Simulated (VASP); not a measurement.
# Co (P-3m1) in VASP: further runs

Runs on Co. Level: LDA. Tasks: single point.

All numbers are computed with VASP 6.6.1; they aren't measurements. Logs are shortened: lines on timing, memory, paths and dates and some standing lists are left out, and cuts for length are marked.

### Step 1. Starting point

Symmetry: P-3m1, No. 164, trigonal system. The conventional cell has a = 2.487 Å, b = 2.487 Å, c = 4.063 Å, α = 90.00°, β = 90.00°, γ = 120.00°. Co (site symmetry 3m) has 12 Co at 2.42 to 2.55 Å as nearest neighbours.

### Step 2. Single point, LDA, collinear spin, ferromagnetic start

INCAR

```
PREC = Accurate
ENCUT = 460
EDIFF = 1E-6
ISMEAR = -1
SIGMA = 0.4
LREAL = False
LASPH = True
NELM = 100
ALGO = Normal
ISIF = 2
LWAVE = False
LCHARG = False
ISPIN = 2
MAGMOM = 2 2
LORBIT = 11
LMAXMIX = 4
GGA = CA
NBANDS = 20
ADDGRID = False
```

KPOINTS

```
Automatic mesh
0
Gamma
  19 19 10
```

POSCAR

```
Co
1.0
    2.4873648738      0.0000000000      0.0000000000
   -1.2436824369      2.1541211692      0.0000000000
    0.0000000000      0.0000000000      4.0632895034
Co
2
Direct
    0.3333333333      0.6666666667      0.7401390000
    0.6666666667      0.3333333333      0.2598610000
```

Potentials or basis: VASP PAW LDA potentials, release 64 (Co).

Command:

```sh
cat potpaw_LDA.64/Co/POTCAR > POTCAR
mpirun -np 1 vasp_std > vasp.out
```

OUTCAR:

```text
PREC = Accurate
   ENCUT = 460
   EDIFF = 1E-6
   ISMEAR = -1
   LREAL = False
   LASPH = True
   NELM = 100
   ISIF = 2
   ISPIN = 2
   LORBIT = 11
   GGA = CA

 Found    360 irreducible k-points:

 Following reciprocal coordinates:
            Coordinates               Weight
  0.000000  0.000000  0.000000      1.000000
  0.052632 -0.000000  0.000000      6.000000
  0.105263 -0.000000  0.000000      6.000000
  0.157895 -0.000000  0.000000      6.000000
  0.210526 -0.000000  0.000000      6.000000
  0.263158 -0.000000  0.000000      6.000000
   k-points           NKPTS =    360   k-points in BZ     NKDIM =    360   number of bands    NBANDS=     20
   number of dos      NEDOS =    301   number of ions     NIONS =      2
   total plane-waves  NPLWV =   9072
   dimension x,y,z NGX =    18 NGY =   18 NGZ =   28
   dimension x,y,z NGXF=    36 NGYF=   36 NGZF=   56
   ions per type =               2
   NGX,Y,Z   is equivalent  to a cutoff of  12.03, 12.03, 11.46 a.u.
   NGXF,Y,Z  is equivalent  to a cutoff of  24.06, 24.06, 22.91 a.u.
 SYSTEM =  unknown system
   PREC   = accura    normal or accurate (medium, high low for compatibility)
   ISTART =      0    job   : 0-new  1-cont  2-samecut
   ICHARG =      2    charge: 1-file 2-atom 10-const
   ISPIN  =      2    spin polarized calculation?
   LNONCOLLINEAR =      F non collinear calculations
   LSORBIT =      F    spin-orbit coupling
   LASPH  =      T    aspherical Exc in radial PAW
   ENCUT  =  460.0 eV  33.81 Ry    5.81 a.u.   4.35  4.35  7.11*2*pi/ulx,y,z
   NELM   =    100;   NELMIN=  2; NELMDL= -5     # of ELM steps
   EDIFF  = 0.1E-05   stopping-criterion for ELM
   LREAL  =      F    real-space projection
   EDIFFG = 0.1E-04   stopping-criterion for IOM
   NSW    =      0    number of steps for IOM
   IBRION =     -1    ionic relax: 0-MD 1-quasi-New 2-CG
   NFREE  =      0    steps in history (QN), initial steepest desc. (CG)
   ISIF   =      2    stress and relaxation
   ISYM   =      2    0-nonsym 1-usesym 2-fastsym
   POTIM  = 0.5000    time-step for ionic-motion
   TEBEG  =    0.0;   TEEND  =   0.0 temperature during run
   PSTRESS=    0.0 pullay stress
   NELECT =      18.0000    total number of electrons
   NUPDOWN=      -1.0000    fix difference up-down
   EMIN   =  10.00;   EMAX   =-10.00  energy-range for DOS
   EFERMI =   0.00;   METHOD = LEGACY
   ISMEAR =    -1;   SIGMA  =   0.40  broadening in eV -4-tet -1-fermi 0-gaus
   EFERMI_NEDOS =   21; number of points for ismear=-14 and -15
   IALGO  =     38    algorithm
   IMIX   =      4    mixing-type and parameters
     AMIX     =   0.40;   BMIX     =  1.00
     AMIX_MAG =   1.60;   BMIX_MAG =  1.00
  volume/ion in A,a.u.               =      10.89        73.46
  Fermi-wavevector in a.u.,A,eV,Ry     =   1.536514  2.903591 32.121660  2.360875
  Thomas-Fermi vector in A             =   2.643152
   LORBIT       =     11    0 simple, 1 ext, 2 COOP (PROOUT), +10 PAW based schemes
   GGA     = CA    functional components
   LHFCALC =     F    Hartree Fock is set to
   AEXX    =    0.0000 exact exchange contribution
   IVDW    =     0    specifies the selected vdW correction
   LEPSILON=     F    determine dielectric tensor
   LRPA    =     F    only Hartree local field effects (RPA)
 spin polarized calculation
  energy-cutoff  :      460.00
  volume of cell :       21.77
 maximum number of plane-waves:       525
 NGX is ok and might be reduce to    18
   NGX =  9   NGY =  9   NGZ = 15

 number of electron      18.0000003 magnetization      -0.0126756

 number of electron      18.0000003 magnetization       0.0024946

 Free energy of the ion-electron system (eV)
  ---------------------------------------------------
  ext. energy  EPLUGINS =         0.00000000
  ---------------------------------------------------
  free energy    TOTEN  =       -16.95232146 eV

  energy without entropy =      -14.98546531  energy(sigma->0) =      -15.96889338

 E-fermi :   9.8739     XC(G=0): -13.7272

 val. band max:        9.8718031178   @ k =  -0.0526   0.4211   0.1000
 cond. band min:       9.8740594244   @ k =   0.0000   0.4211   0.2000
 fundamental gap:      0.0022563066
 Fermi energy:         9.8738793782

 spin component 1

 k-point     1 :       0.0000    0.0000    0.0000
  band No.  band energies     occupation
      1       1.0544      1.00000
      2       5.2255      0.99999
      3       8.0180      0.99043
      4       8.0925      0.98850
      5       8.0925      0.98850
      6       8.3924      0.97596
[... 12 lines left out ...]
     19      36.0712      0.00000
     20      36.0712      0.00000

 k-point     2 :       0.0526   -0.0000    0.0000
  band No.  band energies     occupation
      1       1.1525      1.00000
      2       5.2901      0.99999
      3       7.9103      0.99267
      4       8.1405      0.98705
      5       8.1835      0.98560
      6       8.3645      0.97754
[... 12 lines left out ...]
     19      37.3445      0.00000
     20      37.8047      0.00000

 k-point     3 :       0.1053   -0.0000    0.0000
  band No.  band energies     occupation
      1       1.4432      1.00000
      2       5.4729      0.99998
      3       7.7378      0.99523
      4       8.2469      0.98317
      5       8.2807      0.98171
      6       8.3190      0.97991
[... 12 lines left out ...]
     19      36.3626      0.00000
     20      39.1751      0.00000

 k-point     4 :       0.1579   -0.0000    0.0000
  band No.  band energies     occupation
      1       1.9144      1.00000
      2       5.7366      0.99997
      3       7.5261      0.99718
      4       7.8268      0.99405
      5       8.1647      0.98625
      6       8.4889      0.96960
[... 12 lines left out ...]
     19      36.4698      0.00000
     20      38.5024      0.00000

 k-point     5 :       0.2105   -0.0000    0.0000
  band No.  band energies     occupation
      1       2.5431      1.00000
      2       6.0040      0.99994
      3       7.2312      0.99865
      4       7.4588      0.99762
      5       8.0577      0.98944
      6       8.4428      0.97282
[... 12 lines left out ...]
     19      35.2688      0.00000
     20      38.6347      0.00000

 k-point     6 :       0.2632   -0.0000    0.0000
  band No.  band energies     occupation
      1       3.2883      1.00000
      2       6.1560      0.99991
      3       6.8582      0.99947
      4       7.3348      0.99825
      5       8.0186      0.99042
      6       8.3138      0.98016
[... 12 lines left out ...]
     19      34.3103      0.00000
     20      37.9738      0.00000

 [... further k-points ...]

 spin component 2

 k-point     1 :       0.0000    0.0000    0.0000
  band No.  band energies     occupation
      1       1.0545      1.00000
      2       5.2262      0.99999
      3       8.0191      0.99041
      4       8.0936      0.98846
      5       8.0936      0.98846
      6       8.3935      0.97589
[... 12 lines left out ...]
     19      36.0715      0.00000
     20      36.0715      0.00000

 k-point     2 :       0.0526   -0.0000    0.0000
  band No.  band energies     occupation
      1       1.1527      1.00000
      2       5.2908      0.99999
      3       7.9114      0.99265
      4       8.1417      0.98701
      5       8.1847      0.98556
      6       8.3657      0.97748
[... 12 lines left out ...]
     19      37.3448      0.00000
     20      37.8050      0.00000

 k-point     3 :       0.1053   -0.0000    0.0000
  band No.  band energies     occupation
      1       1.4433      1.00000
      2       5.4736      0.99998
      3       7.7389      0.99522
      4       8.2480      0.98312
      5       8.2818      0.98166
      6       8.3200      0.97986
[... 12 lines left out ...]
     19      36.3627      0.00000
     20      39.1754      0.00000

 k-point     4 :       0.1579   -0.0000    0.0000
  band No.  band energies     occupation
      1       1.9145      1.00000
      2       5.7373      0.99997
      3       7.5271      0.99718
      4       7.8277      0.99403
      5       8.1658      0.98621
      6       8.4900      0.96952
[... 12 lines left out ...]
     19      36.4700      0.00000
     20      38.5027      0.00000

 k-point     5 :       0.2105   -0.0000    0.0000
  band No.  band energies     occupation
      1       2.5433      1.00000
      2       6.0047      0.99994
      3       7.2320      0.99865
      4       7.4598      0.99761
      5       8.0588      0.98942
      6       8.4440      0.97274
[... 12 lines left out ...]
     19      35.2691      0.00000
     20      38.6345      0.00000

 k-point     6 :       0.2632   -0.0000    0.0000
  band No.  band energies     occupation
      1       3.2885      1.00000
      2       6.1568      0.99991
      3       6.8591      0.99947
      4       7.3357      0.99825
      5       8.0196      0.99039
      6       8.3149      0.98011
[... 12 lines left out ...]
     19      34.3103      0.00000
     20      37.9742      0.00000

 [... further k-points ...]

------------------------ aborting loop because EDIFF is reached ----------------------------------------

  FORCE on cell =-STRESS in cart. coord.  units (eV):
  Direction    XX          YY          ZZ          XY          YZ          ZX
  --------------------------------------------------------------------------------------
  -------------------------------------------------------------------------------------
  Total       -2.6151984     -2.6151984     -2.8744447      0.0000000      0.0000000      0.0000000
  in kB     -192.4543923   -192.4543923   -211.5325256      0.0000000      0.0000000      0.0000000
  external PRESSURE =    -198.8137701 kB  Pullay stress =       0.0000000 kB

 VOLUME and BASIS-vectors are now :
 -----------------------------------------------------------------------------
  energy-cutoff  :      460.00
  volume of cell :       21.77
      direct lattice vectors                 reciprocal lattice vectors
     2.487364874  0.000000000  0.000000000     0.402031889  0.232113220  0.000000000
    -1.243682437  2.154121169  0.000000000     0.000000000  0.464226439  0.000000000
     0.000000000  0.000000000  4.063289503     0.000000000  0.000000000  0.246106018

 POSITION                                       TOTAL-FORCE (eV/Angst)
 -----------------------------------------------------------------------------------
     -0.00000      1.43608      3.00740         0.000000     -0.000000      0.498309
      1.24368      0.71804      1.05589        -0.000000      0.000000     -0.498309
 -----------------------------------------------------------------------------------
    total drift:                                0.000000     -0.000000     -0.000000

  FREE ENERGIE OF THE ION-ELECTRON SYSTEM (eV)
  ---------------------------------------------------
  free  energy   TOTEN  =       -16.9523214563 eV

  energy  without entropy=      -14.9854653050  energy(sigma->0) =      -15.96889338

 total charge

# of ion       s       p       d       tot
------------------------------------------
    1        0.487   0.512   7.285   8.283
    2        0.487   0.512   7.285   8.283
--------------------------------------------------
tot          0.973   1.023  14.570  16.567

 magnetization (x)

# of ion       s       p       d       tot
------------------------------------------
    1       -0.000  -0.000   0.001   0.001
    2       -0.000  -0.000   0.001   0.001
--------------------------------------------------
tot         -0.000  -0.000   0.002   0.002
```

Wall time 2.3 min (1 thread of Intel Xeon 6975P-C (Granite Rapids), shared host); peak memory 0.27 GiB.

These settings aren't checked as converged: the numbers below hold their error.

What came out:

```yaml
Free_energy: -16.9523 eV
Pressure: -19.9 GPa
Largest_force: 0.498 eV/Å
Band_gap_on_the_k_mesh: none (metal or under the smearing width)
Net_moment: 0.00 μB per cell
Valence_electrons_inside_the_program's_atomic_spheres: Co 8.28
```

Caveat: the starting moments collapsed, and a magnetic state may lie lower.

### Step 3. Single point, LDA, collinear spin, ferromagnetic start

INCAR is that of step 2.

KPOINTS is that of step 2.

POSCAR

```
Co
1.0
    2.4873648738      0.0000000000      0.0000000000
   -1.2436824369      2.1541211692      0.0000000000
    0.0000000000      0.0000000000      4.0632895034
Co
2
Direct
    0.3275520000      0.6759820000      0.7288160000
    0.6891290000      0.3188900000      0.2643300000
```

Potentials or basis: VASP PAW LDA potentials, release 64 (Co).

Command:

```sh
cat potpaw_LDA.64/Co/POTCAR > POTCAR
mpirun -np 1 vasp_std > vasp.out
```

Run time: 11 min. Hardware: 1 thread of Intel Xeon 6975P-C (Granite Rapids), shared host; peak memory 0.93 GiB.

These settings aren't checked as converged: the numbers below hold their error.

Results:

```
Free energy                                           : -16.8911 eV
Pressure                                              : -17.7 GPa
Largest force                                         : 0.995 eV/Å
Band gap on the k mesh                                : none (metal or under the smearing width)
Net moment                                            : -0.02 μB per cell
Valence electrons inside the program's atomic spheres : Co 8.30
```

Caveat: the starting moments collapsed, and a magnetic state may lie lower.

### Step 4. Single point, LDA, collinear spin, ferromagnetic start

Edit INCAR of step 3 so:

```diff
@@ -4,3 +4,3 @@
 ISMEAR = -1
-SIGMA = 0.4
+SIGMA = 0.2
 LREAL = False
```

KPOINTS is that of step 3.

POSCAR

```
Co
1.0
    2.4873648738      0.0000000000      0.0000000000
   -1.2436824369      2.1541211692      0.0000000000
    0.0000000000      0.0000000000      4.0632895034
Co
2
Direct
    0.3333333333      0.6666666667      0.7401390000
    0.6666666667      0.3333333333      0.2598610000
```

Potentials or basis: VASP PAW LDA potentials, release 64 (Co).

Command:

```sh
cat potpaw_LDA.64/Co/POTCAR > POTCAR
mpirun -np 1 vasp_std > vasp.out
```

OUTCAR:

```text
PREC = Accurate
   ENCUT = 460
   EDIFF = 1E-6
   ISMEAR = -1
   LREAL = False
   LASPH = True
   NELM = 100
   ISIF = 2
   ISPIN = 2
   LORBIT = 11
   GGA = CA

 Found    360 irreducible k-points:

 Following reciprocal coordinates:
            Coordinates               Weight
  0.000000  0.000000  0.000000      1.000000
  0.052632 -0.000000  0.000000      6.000000
  0.105263 -0.000000  0.000000      6.000000
  0.157895 -0.000000  0.000000      6.000000
  0.210526 -0.000000  0.000000      6.000000
  0.263158 -0.000000  0.000000      6.000000
[... 366 lines left out ...]
  external PRESSURE =    -190.0346778 kB  Pullay stress =       0.0000000 kB

 VOLUME and BASIS-vectors are now :
 -----------------------------------------------------------------------------
  energy-cutoff  :      460.00
  volume of cell :       21.77
      direct lattice vectors                 reciprocal lattice vectors
     2.487364874  0.000000000  0.000000000     0.402031889  0.232113220  0.000000000
    -1.243682437  2.154121169  0.000000000     0.000000000  0.464226439  0.000000000
     0.000000000  0.000000000  4.063289503     0.000000000  0.000000000  0.246106018

 POSITION                                       TOTAL-FORCE (eV/Angst)
 -----------------------------------------------------------------------------------
     -0.00000      1.43608      3.00740         0.000000     -0.000000      0.468301
      1.24368      0.71804      1.05589        -0.000000      0.000000     -0.468301
 -----------------------------------------------------------------------------------
    total drift:                                0.000000     -0.000000     -0.000000

  FREE ENERGIE OF THE ION-ELECTRON SYSTEM (eV)
  ---------------------------------------------------
  free  energy   TOTEN  =       -16.2651542686 eV

  energy  without entropy=      -15.8966735211  energy(sigma->0) =      -16.08091389

 total charge

# of ion       s       p       d       tot
------------------------------------------
    1        0.488   0.514   7.280   8.282
    2        0.488   0.514   7.280   8.282
--------------------------------------------------
tot          0.977   1.028  14.560  16.565

 magnetization (x)

# of ion       s       p       d       tot
------------------------------------------
    1       -0.011  -0.032   1.447   1.404
    2       -0.011  -0.032   1.447   1.404
--------------------------------------------------
tot         -0.022  -0.065   2.894   2.807
```

Run time: 86 s. Hardware: 1 thread of Intel Xeon 6975P-C (Granite Rapids), shared host; peak memory 0.27 GiB.

These settings aren't checked as converged: the numbers below hold their error.

Results:

- Free energy: -16.2652 eV
- Pressure: -19.0 GPa
- Largest force: 0.468 eV/Å
- Band gap on the k mesh: none (metal or under the smearing width)
- Net moment: 2.80 μB per cell
- Site moments: Co +1.40 μB
- Valence electrons inside the program's atomic spheres: Co 8.28

### Step 5. For comparison

An earlier run on the cell as given: functional PBE; potentials or basis VASP PAW PBE potentials, release 64 (Co); cutoff 520 eV; k mesh 12 × 12 × 7; occupations fermi-dirac, width 0.05 eV; collinear spin, ferromagnetic start; starting moments [2.0, 2.0] μB.

* Pressure: 0.0 GPa
* Largest force: 0.481 eV/Å
* Band gap on the k mesh: none (metal or under the smearing width)
* Net moment: 3.26 μB per cell
* Site moments: Co +1.65 μB
* Valence electrons inside the program's atomic spheres: Co 8.27
